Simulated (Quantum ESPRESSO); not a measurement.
Re:

```xyz
2
Lattice="2.7608 0.0000 0.0000 -1.3804 2.3909 0.0000 0.0000 0.0000 4.4582" Properties=species:S:1:pos:R:3 pbc="T T T"
Re    1.3804    0.7970    3.3436
Re    0.0000    1.5939    1.1145
```

```yaml
Program: Quantum ESPRESSO 7.5
Task: single point
Functional: PBE
Potentials_or_basis: SSSP 1.3 efficiency PBE
Cutoff: 748 eV
Density_cutoff: 5987 eV
k_mesh: 11 × 11 × 6
Occupations: fermi-dirac, width 0.05 eV
Spin: no spin polarisation
```

On this cell: pressure 5.6 GPa; largest force under 0.003 eV/Å; band gap on the k mesh none (metal or under the smearing width).

The same run follows on a disturbed copy (atoms moved at random, drawn with an rms of 0.05 Å):

```xyz
2
Lattice="2.7608 0.0000 0.0000 -1.3804 2.3909 0.0000 0.0000 0.0000 4.4582" Properties=species:S:1:pos:R:3 pbc="T T T"
Re    1.4005    0.7550    3.4064
Re   -0.0082    1.5914    1.0882
```

What does the disturbed cell give?

The energy (extrapolated to zero smearing) moves by +11.6 meV/atom; pressure 7.0 GPa; largest force 0.558 eV/Å; band gap on the k mesh none (metal or under the smearing width).

Forces on the atoms (eV/Å):
```
Re  -0.156  0.213 -0.491
Re   0.156 -0.213  0.491
```

Stress tensor (GPa, compression positive):
```
 5.60  0.74  0.62
 0.74  7.53 -0.89
 0.62 -0.89  7.98
```
